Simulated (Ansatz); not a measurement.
# Co: the cost of one run

Method: DFT LDA, scalar-relativistic, plane waves, PAW, in Ansatz 0.2.0.

### Step 1. The system as given

It takes space group P-6m2 (No. 187, hexagonal). Conventional cell: a = 2.507 Å, b = 2.507 Å, c = 26.207 Å, α = 90.00°, β = 90.00°, γ = 120.00°. Co (site symmetry 3m) has 9 Co at 2.50 to 2.51 Å as nearest neighbours. Around Co (site symmetry 3m) lie 12 Co at 2.50 to 2.51 Å. Co (site symmetry -6m2) has 12 Co at 2.50 to 2.51 Å as nearest neighbours.

Coordinates:

```cif
data_structure
_symmetry_space_group_name_H-M 'P 1'
_symmetry_Int_Tables_number 1
_cell_length_a 2.5070
_cell_length_b 2.5070
_cell_length_c 26.2070
_cell_angle_alpha 90.000
_cell_angle_beta 90.000
_cell_angle_gamma 60.000
_cell_volume 142.65
loop_
_atom_site_label
_atom_site_type_symbol
_atom_site_fract_x
_atom_site_fract_y
_atom_site_fract_z
_atom_site_occupancy
Co1 Co 0.00000 0.00000 0.26710 1
Co2 Co 0.66667 0.66667 0.34474 1
Co3 Co 0.00000 0.00000 0.42237 1
Co4 Co 0.66667 0.66667 0.50000 1
Co5 Co 0.00000 0.00000 0.57763 1
Co6 Co 0.66667 0.66667 0.65526 1
Co7 Co 0.00000 0.00000 0.73290 1
```

### Step 2. Relaxing the atoms: Co7 slab

File input.yaml:

```yaml
crystal:
  lattice:
    - [2.507, 0.0, 0.0]
    - [1.2535, 2.17112569, 0.0]
    - [0.0, 0.0, 26.207]
  atoms:
    - { symbol: Co, position: [0.0, 0.0, 0.2671042088] }
    - { symbol: Co, position: [0.6666666667, 0.6666666667, 0.3447361392] }
    - { symbol: Co, position: [0.0, 0.0, 0.4223680696] }
    - { symbol: Co, position: [0.6666666667, 0.6666666667, 0.5] }
    - { symbol: Co, position: [0.0, 0.0, 0.5776319304] }
    - { symbol: Co, position: [0.6666666667, 0.6666666667, 0.6552638608] }
    - { symbol: Co, position: [0.0, 0.0, 0.7328957912] }
scf:
  occupations: { method: gaussian, width: 0.1 }
output:
  forces: true
  stress: false
  write_density: true
  write_potential: true
  elf: true
  volumetric_format: npy
hamiltonian:
  xc: lda
magnetization:
  spin_polarized: true
efield:
  axis: 3
  dipole_correction: true
kpoints:
  mp_grid: { grid: [16, 16, 1] }
relax:
  f_tol: 0.01
```

Command:

```sh
> ansatz run input.yaml --threads 8 --pin off --max-ram 24576MiB --backend cpu --events-out ev --progress --plain --runs-dir out
```

Q: Estimate wall time and peak memory on 8 threads of Intel Xeon Platinum 8488C (Sapphire Rapids), shared host.

About 59 s, with a peak of 1.2 GiB.
